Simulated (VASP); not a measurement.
# CdTe (F-43m) in VASP: further runs

Aim: see how the results for CdTe move with the level of theory and the settings. Levels: LDA, r2SCAN, PBE, TB-mBJ. Tasks: band structure.

Program: VASP 6.6.1. These are calculated values, not measurements. Logs are shortened: lines on timing, memory, paths and dates and some standing lists are left out, and cuts for length are marked.

**The experiment to reproduce.**

From a printed reference work, data compilation, for a bulk crystal of CdTe at 0 K: band gap 1.607 eV.

The runs below are set against these values where they give the same quantity.

## Step 1: The structure

Symmetry: F-43m, No. 216, cubic system. The conventional cell has a = 6.496 Å, b = 6.496 Å, c = 6.496 Å, α = 90.00°, β = 90.00°, γ = 90.00°. Cd (site symmetry -43m) has 4 Te at 2.81 Å as nearest neighbours. Te (site symmetry -43m) has 4 Cd at 2.81 Å as nearest neighbours.

## Step 2: Band structure, LDA

The input, INCAR:

```
SYSTEM = CdTe
ALGO     = Normal         ! electronic algorithm
EDIFF    = 1E-7           ! SCF threshold, eV
ENCUT    = 520            ! plane-wave cutoff, eV
GGA      = CA             ! functional
ISIF     = 2              ! what is computed and relaxed
ISMEAR   = 0              ! smearing method
LASPH    = .True.         ! aspherical terms in the spheres
LCHARG   = .False.        ! write CHGCAR
LREAL    = .False.        ! projectors in reciprocal space
LWAVE    = .False.        ! write WAVECAR
NELM     = 80             ! most SCF steps
PREC     = Accurate       ! precision mode
SIGMA    = 0.03           ! smearing width, eV
```

The input, KPOINTS:

```
k-points
0
Gamma
  8 8 8
  0 0 0
```

The input, POSCAR:

```
CdTe                                    
1.0
    0.0000000000      3.2477981882      3.2477981882
    3.2477981882      0.0000000000      3.2477981882
    3.2477981882      3.2477981882      0.0000000000
  Cd              Te            
     1     1
Direct
     0.0000000000000000    0.0000000000000000    0.0000000000000000
     0.2500000000000000    0.2500000000000000    0.2500000000000000
```

The input, KPOINTS_OPT:

```
explicit points
252
Reciprocal
 0.0000000000  0.0000000000  0.0000000000 1
 0.0357142857  0.0000000000  0.0357142857 1
 0.0714285714  0.0000000000  0.0714285714 1
 0.1071428571  0.0000000000  0.1071428571 1
 0.1428571429  0.0000000000  0.1428571429 1
 0.1785714286  0.0000000000  0.1785714286 1
[... 244 lines left out ...]
 0.5126241200  0.0252482500  0.5126241200 1
 0.4873758800 -0.0252482500  0.4873758800 1
```

Potentials or basis: VASP PAW LDA potentials, release 64 (Cd, Te).

Started as:

```
cat potpaw_LDA.64/Cd/POTCAR potpaw_LDA.64/Te/POTCAR > POTCAR
mpirun -np 1 vasp_std > vasp.out
```

OUTCAR:

```text
SYSTEM = CdTe
   EDIFF = 1E-7
   ENCUT = 520
   GGA = CA
   ISIF = 2
   ISMEAR = 0
   LASPH = .True.
   LREAL = .False.
   NELM = 80
   PREC = Accurate

 ion  position               nearest neighbor table
   1  0.000  0.000  0.000-   2 2.81   2 2.81   2 2.81   2 2.81
   2  0.250  0.250  0.250-   1 2.81   1 2.81   1 2.81   1 2.81

  LATTYP: Found a face centered cubic cell.
 ALAT       =     6.4955963764

  Lattice vectors:

 A1 = (   0.0000000000,   3.2477981882,   3.2477981882)
 A2 = (   3.2477981882,   0.0000000000,   3.2477981882)
 A3 = (   3.2477981882,   3.2477981882,   0.0000000000)

Analysis of symmetry for initial positions (statically):
=====================================================================
 Subroutine PRICEL returns:
 Original cell was already a primitive cell.

 Routine SETGRP: Setting up the symmetry group for a
 face centered cubic supercell.

 Subroutine GETGRP returns: Found 24 space group operations
 (whereof 24 operations were pure point group operations)
 out of a pool of 48 trial point group operations.

The static configuration has the point symmetry T_d .

Analysis of symmetry for dynamics (positions and initial velocities):
=====================================================================
 Subroutine PRICEL returns:
 Original cell was already a primitive cell.

 Routine SETGRP: Setting up the symmetry group for a
 face centered cubic supercell.

 Subroutine GETGRP returns: Found 24 space group operations
 (whereof 24 operations were pure point group operations)
 out of a pool of 48 trial point group operations.

The dynamic configuration has the point symmetry T_d .

 Subroutine INISYM returns: Found 24 space group operations
 (whereof 24 operations are pure point group operations),
 and found     1 'primitive' translations

----------------------------------------------------------------------------------------

                                     Primitive cell

  volume of cell :      68.5168

  direct lattice vectors                    reciprocal lattice vectors
     0.000000000  3.247798188  3.247798188    -0.153950452  0.153950452  0.153950452
     3.247798188  0.000000000  3.247798188     0.153950452 -0.153950452  0.153950452
     3.247798188  3.247798188  0.000000000     0.153950452  0.153950452 -0.153950452

  length of vectors
     4.593080246  4.593080246  4.593080246     0.266650005  0.266650005  0.266650005

  position of ions in fractional coordinates (direct lattice)
     0.000000000  0.000000000  0.000000000
     0.250000000  0.250000000  0.250000000

  ion indices of the primitive-cell ions
   primitive index   ion index
[... 81 lines left out ...]
   ISYM   =      2    0-nonsym 1-usesym 2-fastsym
   POTIM  = 0.5000    time-step for ionic-motion
   TEBEG  =    0.0;   TEEND  =   0.0 temperature during run
   PSTRESS=    0.0 pullay stress
   NELECT =      18.0000    total number of electrons
   NUPDOWN=      -1.0000    fix difference up-down
   EMIN   =  10.00;   EMAX   =-10.00  energy-range for DOS
   EFERMI =   0.00;   METHOD = LEGACY
   ISMEAR =     0;   SIGMA  =   0.03  broadening in eV -4-tet -1-fermi 0-gaus
   EFERMI_NEDOS =   21; number of points for ismear=-14 and -15
   IALGO  =     38    algorithm
   IMIX   =      4    mixing-type and parameters
     AMIX     =   0.40;   BMIX     =  1.00
     AMIX_MAG =   1.60;   BMIX_MAG =  1.00
  volume/ion in A,a.u.               =      34.26       231.19
  Fermi-wavevector in a.u.,A,eV,Ry     =   1.048496  1.981369 14.957471  1.099343
  Thomas-Fermi vector in A             =   2.183420
   LORBIT       =      0    0 simple, 1 ext, 2 COOP (PROOUT), +10 PAW based schemes
   GGA     = CA    functional components
   LHFCALC =     F    Hartree Fock is set to
   AEXX    =    0.0000 exact exchange contribution
   IVDW    =     0    specifies the selected vdW correction
   LEPSILON=     F    determine dielectric tensor
   LRPA    =     F    only Hartree local field effects (RPA)
 non-spin polarized calculation
 Gauss-broadening in eV      SIGMA  =   0.03
  energy-cutoff  :      520.00
  volume of cell :       68.52
 maximum number of plane-waves:      1868
 NGX is ok and might be reduce to    36
   NGX = 17   NGY = 17   NGZ = 17

 number of electron      17.9999998 magnetization

 Free energy of the ion-electron system (eV)
  ---------------------------------------------------
  ext. energy  EPLUGINS =         0.00000000
  ---------------------------------------------------
  free energy    TOTEN  =        -6.04025100 eV

  energy without entropy =       -6.04025100  energy(sigma->0) =       -6.04025100

 E-fermi :   2.2261     XC(G=0):  -8.9185

 val. band max:        2.0922750708   @ k =   0.0000   0.0000   0.0000
 cond. band min:       2.6238837638   @ k =   0.0000   0.0000   0.0000
 fundamental gap:      0.5316086929
 Fermi energy:         2.2261380378

 k-point     1 :       0.0000    0.0000    0.0000
  band No.  band energies     occupation
      1      -9.1099      2.00000
      2      -6.1734      2.00000
      3      -6.1734      2.00000
      4      -6.1734      2.00000
      5      -5.9143      2.00000
      6      -5.9143      2.00000
      7       2.0923      2.00000
      8       2.0923      2.00000
      9       2.0923      2.00000
     10       2.6239      0.00000
     11       6.5983      0.00000
     12       6.5983      0.00000
     13       6.5983      0.00000
[... 354 lines left out ...]
  band No.  band energies     occupation
      1      -8.6513      2.00000
      2      -6.0862      2.00000
      3      -6.0735      2.00000
      4      -5.9305      2.00000
      5      -5.9093      2.00000
      6      -5.4821      2.00000
      7      -2.1819      2.00000
      8       0.0070      2.00000
      9       0.8210      2.00000
     10       5.1914      0.00000
     11       6.5636      0.00000
     12       7.9509      0.00000
     13       9.1181      0.00000

 [... further k-points ...]
[... 5 lines left out ...]
  --------------------------------------------------------------------------------------
  -------------------------------------------------------------------------------------
  Total       -0.6287196     -0.6287196     -0.6287196     -0.0000000      0.0000000      0.0000000
  in kB      -14.7017982    -14.7017982    -14.7017982     -0.0000000      0.0000000      0.0000000
  external PRESSURE =     -14.7017982 kB  Pullay stress =       0.0000000 kB

 VOLUME and BASIS-vectors are now :
 -----------------------------------------------------------------------------
  energy-cutoff  :      520.00
  volume of cell :       68.52
      direct lattice vectors                 reciprocal lattice vectors
     0.000000000  3.247798188  3.247798188    -0.153950452  0.153950452  0.153950452
     3.247798188  0.000000000  3.247798188     0.153950452 -0.153950452  0.153950452
     3.247798188  3.247798188  0.000000000     0.153950452  0.153950452 -0.153950452

 POSITION                                       TOTAL-FORCE (eV/Angst)
 -----------------------------------------------------------------------------------
      0.00000      0.00000      0.00000        -0.000000     -0.000000     -0.000000
      1.62390      1.62390      1.62390         0.000000      0.000000      0.000000
 -----------------------------------------------------------------------------------
    total drift:                                0.000000      0.000000      0.000000

  FREE ENERGIE OF THE ION-ELECTRON SYSTEM (eV)
  ---------------------------------------------------
  free  energy   TOTEN  =        -6.0402509951 eV

  energy  without entropy=       -6.0402509951  energy(sigma->0) =       -6.04025100
```

Run time: 2.5 min. Hardware: 1 thread of Intel Xeon Platinum 8488C (Sapphire Rapids), shared host; peak memory 0.2 GiB.

Results:

- Free energy: -6.0403 eV
- Pressure: -1.5 GPa
- Band gap on the k mesh: 0.53 eV, direct
- Band gap along the path: 0.53 eV, direct

Levels at the corners of the path, in eV from the valence-band top:
```csv
point,band 7,band 8,band 9,band 10,band 11,band 12
Γ,0.00,0.00,0.00,0.53,4.51,4.51
X,-4.35,-1.87,-1.87,2.46,2.55,8.60
X,-4.35,-1.87,-1.87,2.46,2.55,8.60
W,-4.23,-2.33,-2.21,4.14,4.55,5.41
W,-4.23,-2.33,-2.21,4.14,4.55,5.41
K,-4.25,-2.57,-1.55,2.76,4.39,7.17
K,-4.25,-2.57,-1.55,2.76,4.39,7.17
Γ,0.00,0.00,0.00,0.53,4.51,4.51
Γ,0.00,0.00,0.00,0.53,4.51,4.51
L,-4.46,-0.78,-0.78,1.65,5.10,5.10
L,-4.46,-0.78,-0.78,1.65,5.10,5.10
U,-4.25,-2.57,-1.55,2.76,4.39,7.17
U,-4.25,-2.57,-1.55,2.76,4.39,7.17
W,-4.23,-2.33,-2.21,4.14,4.55,5.41
W,-4.23,-2.33,-2.21,4.14,4.55,5.41
L,-4.46,-0.78,-0.78,1.65,5.10,5.10
L,-4.46,-0.78,-0.78,1.65,5.10,5.10
K,-4.25,-2.57,-1.55,2.76,4.39,7.17
U,-4.25,-2.57,-1.55,2.76,4.39,7.17
X,-4.35,-1.87,-1.87,2.46,2.55,8.60
```

Caveat: spin-orbit coupling is left out, which moves the levels of the heavy elements.

## Step 3: Band structure, r2SCAN

Changes to INCAR since step 2:

```diff
@@ -4,3 +4,2 @@
 ENCUT    = 520            ! plane-wave cutoff, eV
-GGA      = CA             ! functional
 ISIF     = 2              ! what is computed and relaxed
@@ -9,4 +8,6 @@
 LCHARG   = .False.        ! write CHGCAR
+LMIXTAU  = .True.       
 LREAL    = .False.        ! projectors in reciprocal space
 LWAVE    = .False.        ! write WAVECAR
+METAGGA  = R2SCAN         ! meta-GGA
 NELM     = 80             ! most SCF steps
```

KPOINTS is that of step 2.

POSCAR is that of step 2.

KPOINTS_OPT is that of step 2.

Potentials or basis: VASP PAW PBE potentials, release 64 (Cd, Te).

Started as:

```
cat potpaw_PBE.64/Cd/POTCAR potpaw_PBE.64/Te/POTCAR > POTCAR
mpirun -np 1 vasp_std > vasp.out
```

Run time: 7.3 min. Hardware: 1 thread of Intel Xeon Platinum 8488C (Sapphire Rapids), shared host; peak memory 0.23 GiB.

The run converged. Its results:

| Quantity | Value |
| --- | --- |
| Free energy | -46.6364 eV |
| Pressure | 1.3 GPa |
| Band gap on the k mesh | 1.25 eV, direct |
| Band gap along the path | 1.25 eV, direct |

Levels at the corners of the path, in eV from the valence-band top:
```csv
point,band 7,band 8,band 9,band 10,band 11,band 12
Γ,0.00,0.00,0.00,1.25,5.03,5.03
X,-4.32,-1.89,-1.89,2.89,2.99,9.43
X,-4.32,-1.89,-1.89,2.89,2.99,9.43
W,-4.18,-2.36,-2.22,4.65,4.95,6.09
W,-4.18,-2.36,-2.22,4.65,4.95,6.09
K,-4.21,-2.59,-1.56,3.22,4.87,7.82
K,-4.21,-2.59,-1.56,3.22,4.87,7.82
Γ,0.00,0.00,0.00,1.25,5.03,5.03
Γ,0.00,0.00,0.00,1.25,5.03,5.03
L,-4.46,-0.78,-0.78,2.23,5.59,5.59
L,-4.46,-0.78,-0.78,2.23,5.59,5.59
U,-4.21,-2.59,-1.56,3.22,4.87,7.82
U,-4.21,-2.59,-1.56,3.22,4.87,7.82
W,-4.18,-2.36,-2.22,4.65,4.95,6.09
W,-4.18,-2.36,-2.22,4.65,4.95,6.09
L,-4.46,-0.78,-0.78,2.23,5.59,5.59
L,-4.46,-0.78,-0.78,2.23,5.59,5.59
K,-4.21,-2.59,-1.56,3.22,4.87,7.82
U,-4.21,-2.59,-1.56,3.22,4.87,7.82
X,-4.32,-1.89,-1.89,2.89,2.99,9.43
```

Caveat: the PAW data sets were made with another functional, which shifts forces and pressure a little; spin-orbit coupling is left out, which moves the levels of the heavy elements.

## Step 4: Band structure, PBE, spin-orbit coupling, no magnetisation

Changes to INCAR since step 3:

```diff
@@ -4,2 +4,4 @@
 ENCUT    = 520            ! plane-wave cutoff, eV
+GGA      = PE             ! functional
+GGA_COMPAT= .False.      
 ISIF     = 2              ! what is computed and relaxed
@@ -8,6 +10,7 @@
 LCHARG   = .False.        ! write CHGCAR
-LMIXTAU  = .True.       
+LORBIT   = 11             ! projections on sites
 LREAL    = .False.        ! projectors in reciprocal space
+LSORBIT  = .True.         ! spin-orbit coupling
 LWAVE    = .False.        ! write WAVECAR
-METAGGA  = R2SCAN         ! meta-GGA
+MAGMOM   = 0 0 0 0 0 0    ! initial moments
 NELM     = 80             ! most SCF steps
```

The input, KPOINTS:

```
k-points
0
Gamma
  6 6 6
  0 0 0
```

POSCAR is that of step 3.

KPOINTS_OPT is that of step 3.

Started as:

```
cat potpaw_PBE.64/Cd/POTCAR potpaw_PBE.64/Te/POTCAR > POTCAR
mpirun -np 1 vasp_ncl > vasp.out
```

Wall time 16 min (1 thread of Intel Xeon Platinum 8488C (Sapphire Rapids), shared host); peak memory 0.4 GiB.

The run converged. Its results:

| Property | Result |
| --- | --- |
| Free energy | -4.9035 eV |
| Pressure | 2.4 GPa |
| Valence electrons inside the program's atomic spheres | Cd 10.32; Te 3.43 |

## Step 5: Band structure, TB-mBJ

POSCAR is that of step 4.

The input, INCAR.step1:

```
SYSTEM = CdTe
ALGO     = Normal         ! electronic algorithm
EDIFF    = 1E-5           ! SCF threshold, eV
ENCUT    = 520            ! plane-wave cutoff, eV
GGA      = PE             ! functional
ISIF     = 2              ! what is computed and relaxed
ISMEAR   = 0              ! smearing method
LASPH    = .True.         ! aspherical terms in the spheres
LCHARG   = .False.        ! write CHGCAR
LREAL    = .False.        ! projectors in reciprocal space
LWAVE    = .True.         ! write WAVECAR
NELM     = 80             ! most SCF steps
PREC     = Accurate       ! precision mode
SIGMA    = 0.03           ! smearing width, eV
```

The input, INCAR.step2:

```
SYSTEM = CdTe
ALGO     = Normal         ! electronic algorithm
EDIFF    = 1E-7           ! SCF threshold, eV
ENCUT    = 520            ! plane-wave cutoff, eV
ISIF     = 2              ! what is computed and relaxed
ISMEAR   = 0              ! smearing method
ISTART   = 1            
LASPH    = .True.         ! aspherical terms in the spheres
LCHARG   = .False.        ! write CHGCAR
LREAL    = .False.        ! projectors in reciprocal space
LWAVE    = .False.        ! write WAVECAR
METAGGA  = MBJ            ! meta-GGA
NELM     = 80             ! most SCF steps
PREC     = Accurate       ! precision mode
SIGMA    = 0.03           ! smearing width, eV
```

The input, KPOINTS:

```
k-points
0
Gamma
  8 8 8
  0 0 0
```

KPOINTS_OPT is that of step 4.

Started as:

```
cat potpaw_PBE.64/Cd/POTCAR potpaw_PBE.64/Te/POTCAR > POTCAR
cp INCAR.step1 INCAR
mpirun -np 1 vasp_std > vasp.out
cp INCAR.step2 INCAR
mpirun -np 1 vasp_std > vasp.out
```

Run time: 4.5 min. Hardware: 1 thread of Intel Xeon Platinum 8488C (Sapphire Rapids), shared host; peak memory 0.25 GiB.

The run converged. Its results:

| Property | Result |
| --- | --- |
| Band gap on the k mesh | 1.80 eV, direct |
| Band gap along the path | 1.80 eV, direct |

Levels at the corners of the path, in eV from the valence-band top:
| point | band 5 | band 6 | band 7 | band 8 | band 9 | band 10 | band 11 | band 12 | band 13 |
| --- | --- | --- | --- | --- | --- | --- | --- | --- | --- |
| Γ | -8.04 | -8.04 | 0.00 | 0.00 | 0.00 | 1.80 | 5.18 | 5.18 | 5.18 |
| X | -8.01 | -7.51 | -3.86 | -1.68 | -1.68 | 3.30 | 3.36 | 9.59 | 9.82 |
| X | -8.01 | -7.51 | -3.86 | -1.68 | -1.68 | 3.30 | 3.36 | 9.59 | 9.82 |
| W | -8.03 | -7.45 | -3.72 | -2.09 | -1.94 | 4.76 | 5.23 | 6.29 | 6.88 |
| W | -8.03 | -7.45 | -3.72 | -2.09 | -1.94 | 4.76 | 5.23 | 6.29 | 6.88 |
| K | -8.02 | -7.48 | -3.75 | -2.28 | -1.38 | 3.57 | 5.08 | 7.93 | 7.95 |
| K | -8.02 | -7.48 | -3.75 | -2.28 | -1.38 | 3.57 | 5.08 | 7.93 | 7.95 |
| Γ | -8.04 | -8.04 | 0.00 | 0.00 | 0.00 | 1.80 | 5.18 | 5.18 | 5.18 |
| Γ | -8.04 | -8.04 | 0.00 | 0.00 | 0.00 | 1.80 | 5.18 | 5.18 | 5.18 |
| L | -8.03 | -7.67 | -3.98 | -0.69 | -0.69 | 2.64 | 5.69 | 5.69 | 7.99 |
| L | -8.03 | -7.67 | -3.98 | -0.69 | -0.69 | 2.64 | 5.69 | 5.69 | 7.99 |
| U | -8.02 | -7.48 | -3.75 | -2.28 | -1.38 | 3.57 | 5.08 | 7.93 | 7.95 |
| U | -8.02 | -7.48 | -3.75 | -2.28 | -1.38 | 3.57 | 5.08 | 7.93 | 7.95 |
| W | -8.03 | -7.45 | -3.72 | -2.09 | -1.94 | 4.76 | 5.23 | 6.29 | 6.88 |
| W | -8.03 | -7.45 | -3.72 | -2.09 | -1.94 | 4.76 | 5.23 | 6.29 | 6.88 |
| L | -8.03 | -7.67 | -3.98 | -0.69 | -0.69 | 2.64 | 5.69 | 5.69 | 7.99 |
| L | -8.03 | -7.67 | -3.98 | -0.69 | -0.69 | 2.64 | 5.69 | 5.69 | 7.99 |
| K | -8.02 | -7.48 | -3.75 | -2.28 | -1.38 | 3.57 | 5.08 | 7.93 | 7.95 |
| U | -8.02 | -7.48 | -3.75 | -2.28 | -1.38 | 3.57 | 5.08 | 7.93 | 7.95 |
| X | -8.01 | -7.51 | -3.86 | -1.68 | -1.68 | 3.30 | 3.36 | 9.59 | 9.82 |

Caveat: the PAW data sets were made with another functional, which shifts forces and pressure a little; spin-orbit coupling is left out, which moves the levels of the heavy elements.

## Step 6: The runs side by side

| level | potentials or basis | spin | k mesh | gap on the mesh (eV) | pressure (GPa) |
| --- | --- | --- | --- | --- | --- |
| LDA | VASP PAW LDA potentials, release 64 (Cd, Te) | off | 8 × 8 × 8 | 0.53 | -1.5 |
| r2SCAN | VASP PAW PBE potentials, release 64 (Cd, Te) | off | 8 × 8 × 8 | 1.25 | 1.3 |
| PBE | VASP PAW PBE potentials, release 64 (Cd, Te) | SOC, no magnetisation | 6 × 6 × 6 | - | 2.4 |
| TB-mBJ | VASP PAW PBE potentials, release 64 (Cd, Te) | off | 8 × 8 × 8 | 1.80 | - |

Alike in all rows: task band structure; cell as given; cutoff (eV) 520; smearing gaussian 0.03 eV.

Caveats: spin-orbit coupling is left out, which moves the levels of the heavy elements (some runs); the PAW data sets were made with another functional, which shifts forces and pressure a little (some runs).

Absolute energies hang on the potentials; compare differences alone.

## Step 7: Against experiment

Step 2. Against the measured gap of CdTe, 1.607 eV (0 K; a printed reference work, data compilation), the calculated 0.53 eV is off by -1.08 eV. So large a miss can be the level of theory's own, or it may mean another phase, state or a wrong row. Spin-orbit coupling on Cd, Te is left out. The value is that of LDA, without temperature or zero-point motion. Semilocal functionals fall short of measured gaps as a rule.

Step 3. Measured gap of CdTe: 1.607 eV (0 K; a printed reference work, data compilation). This calculation gives 1.25 eV (-0.36 eV). Spin-orbit coupling on Cd, Te is left out. The value is that of r2SCAN, without temperature or zero-point motion.

Step 5. A measured gap of CdTe is 1.607 eV (0 K; a printed reference work, data compilation); the calculated 1.80 eV misses it by +0.19 eV. Spin-orbit coupling on Cd, Te is left out. The value is that of TB-mBJ, without temperature or zero-point motion.
